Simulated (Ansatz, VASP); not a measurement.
## Pb in VASP and in Ansatz

The input INCAR:

```
SYSTEM = Pb
PREC = Accurate
ENCUT = 600
EDIFF = 1E-6
ISMEAR = -1
SIGMA = 0.05
LREAL = .False.
LASPH = .True.
NELM = 60
ALGO = Normal
ISIF = 3
LWAVE = .False.
LCHARG = .False.
GGA = PE
IBRION = 2
NSW = 100
EDIFFG = -0.005
```

KPOINTS

```
Automatic mesh
0
Gamma
  11 11 11
  0 0 0
```

Contents of POSCAR:

```
Pb
1.0
    0.0000000000      2.4500180886      2.4500180886
    2.4500180886      0.0000000000      2.4500180886
    2.4500180886      2.4500180886      0.0000000000
Pb
1
Direct
    0.0000000000      0.0000000000      0.0000000000
```

Input for Ansatz:

```yaml
crystal:
  lattice:
    - [0.0, 2.4500180886, 2.4500180886]
    - [2.4500180886, 0.0, 2.4500180886]
    - [2.4500180886, 2.4500180886, 0.0]
  atoms:
    - { symbol: Pb, position: [0.0, 0.0, 0.0] }
kpoints:
  mp_grid: { grid: [11, 11, 11] }
scf:
  occupations: { method: fermi_dirac, width: 0.05 }
hamiltonian:
  xc: pbe
  pseudopotentials: { kind: all_electron, lapw: { basis_error: 0.001 } }
output:
  forces: true
  stress: true
relax:
  f_tol: 0.005
  max_steps: 80
  cell: {}
```

Alike in both runs: task relaxation of cell and atoms; functional PBE; k mesh 11 × 11 × 11; occupations fermi-dirac, width 0.05 eV; no spin polarisation.

```csv
,VASP,Ansatz
version,VASP 6.6.1,Ansatz 0.2.0
potentials or method,"VASP PAW PBE potentials, release 64 (Pb_d)","all-electron LAPW, scalar-relativistic"
plane-wave cutoff (eV),600,see its input
```

Ansatz gave:

- relaxed volume (Å³/atom): 31.89
- relaxed cell length with the largest relative difference (Å): 3.559
- energy change over the relaxation (meV/atom): -27

Question: Estimate VASP's values.

Answer: Relaxed volume (Å³/atom): 31.81; relaxed cell length with the largest relative difference (Å): 3.557; energy change over the relaxation (meV/atom): -27.

Ansatz ran all-electron here, so the differences hold the error of VASP's frozen core and of both bases.

The runs have no spin-orbit coupling, so splittings on Pb are missing. Zero-point motion and thermal expansion aren't in these numbers. PBE usually gives volumes a little too large and moduli too small.
